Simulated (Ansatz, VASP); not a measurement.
## PtS2: VASP beside Ansatz

INCAR

```
SYSTEM = PtS2
PREC     = Accurate       ! precision mode
ENCUT    = 520            ! plane-wave cutoff, eV
EDIFF    = 1E-6           ! SCF threshold, eV
ISMEAR   = 0              ! smearing method
SIGMA    = 0.05           ! smearing width, eV
LREAL    = .FALSE.        ! projectors in reciprocal space
LASPH    = .TRUE.         ! aspherical terms in the spheres
NELM     = 100            ! most SCF steps
ALGO     = Normal         ! electronic algorithm
ISIF     = 2              ! what is computed and relaxed
LWAVE    = .FALSE.        ! write WAVECAR
LCHARG   = .FALSE.        ! write CHGCAR
NBANDS   = 18             ! bands
```

KPOINTS

```
Automatic mesh
0
G
  12 12 8
  0 0 0
```

The input POSCAR:

```
PtS2
1.0
    3.7203594496      0.0000000000      0.0000000000
   -1.8601797248      3.2219257945      0.0000000000
    0.0000000000      0.0000000000      5.0388000000
Pt S
1 2
Direct
    0.0000000000      0.0000000000      0.0000000000
    0.3333333333      0.6666666667      0.2500000000
    0.6666666667      0.3333333333      0.7500000000
```

Input for Ansatz:

```yaml
crystal:
  lattice:
    - [3.7203594496, 0.0, 0.0]
    - [-1.8601797248, 3.2219257945, 0.0]
    - [0.0, 0.0, 5.0388]
  atoms:
    - { symbol: Pt, position: [0.0, 0.0, 0.0] }
    - { symbol: S, position: [0.3333333333, 0.6666666667, 0.25] }
    - { symbol: S, position: [0.6666666667, 0.3333333333, 0.75] }
basis:
  ecutwfc: 420
kpoints:
  mp_grid: { grid: [12, 12, 8] }
hamiltonian:
  xc: lda
scf:
  occupations: { method: gaussian, width: 0.05 }
output:
  forces: true
  stress: true
  eigenvalues: true
```

Change from the starting cell: strain +0.050 along x and y, +0.000 along z, atoms carried along.

Alike in both runs: task single point; functional LDA; k mesh 12 × 12 × 8; occupations gaussian, width 0.05 eV; no spin polarisation.

|  | VASP | Ansatz |
| --- | --- | --- |
| version | VASP 6.6.1 | Ansatz 0.2.0 |
| potentials or method | VASP PAW LDA potentials, release 64 (Pt, S) | scalar-relativistic, plane waves, PAW |
| plane-wave cutoff (eV) | 520 | 420 |
| valence electrons in the cell | 22 | 30 |

|  | VASP | Ansatz | Ansatz less VASP |
| --- | --- | --- | --- |
| gap on the k mesh at the Fermi level (eV) | 0.16 | 0.16 | +0.001 |
| least direct gap on the mesh (eV) | 0.51 | 0.52 | +0.002 |
| pressure (GPa) | -16.6 | -16.6 | +0.02 |
| largest component of the traceless stress (GPa) | 3.62 | 3.62 | 0.000 |
| rms of the force components (eV/Å) | 0.684 | 0.686 | +0.0025 |

Atom by atom the forces differ by 0.002 eV/Å (rms over components). The two sets of potentials don't hold the same shells in valence.

Caveats: so large a pressure means that the cell lies far from this level's equilibrium, or that cutoff or potentials fall short (VASP); spin-orbit coupling is left out, which moves the levels of the heavy elements; the cell's inner coordinates are idealised or old, which leaves forces on the atoms.
